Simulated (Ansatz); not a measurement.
Ta: stiffness from a series of strains

```
CELL_PARAMETERS angstrom
-1.65128 1.65128 1.65128
1.65128 -1.65128 1.65128
1.65128 1.65128 -1.65128
ATOMIC_POSITIONS crystal
Ta 0.00000 0.00000 0.00000
```

The cell is COD entry 1541266, as deposited and not checked against the literature; nothing was relaxed.

No spin–orbit coupling, which matters for the heavy atoms here.

Method: DFT, PBE, all-electron LAPW, scalar-relativistic (Ansatz 0.2.0).

The runs use a Γ-centred 17×17×17 k mesh, Fermi–Dirac smearing of 0.08 eV, basis error target 0.5 meV/atom, no spin polarisation.

The strain is applied along the Cartesian axes of the cell as listed (the other components stay zero). Fractional coordinates are held (clamped ions).

σ is the change of stress from the unstrained cell, which is at 3.06 GPa; tension is positive, so slopes are stress–strain coefficients at that pressure. In a metal the k mesh adds noise.

Only quantities that a quadratic follows smoothly over the whole series are listed; rougher ones are left out.

```
    εzz  σzz (GPa)  σxx (GPa)
-0.0300      -9.12      -5.56
-0.0200      -5.88      -3.61
-0.0100      -2.85      -1.75
 0.0000       0.00       0.00
 0.0100       2.66       1.66
 0.0300       7.52       4.72
```

**Question.** Fit the series and read off the stiffness at zero strain.

**Answer.** Least-squares fits y = p0 + p1 x + p2 x² to the rows give σzz (GPa): p1 = 277, p2 = -880; σxx (GPa): p1 = 171, p2 = -470. So C11 = 277 GPa and C12 = 171 GPa, which gives B = (C11 + 2 C12)/3 = 206 GPa.

**Question.** One run, at εzz = 0.0200, is withheld. Predict its row.

**Answer.** The fits give 5.19, 3.24; the run gave 5.16, 3.24.
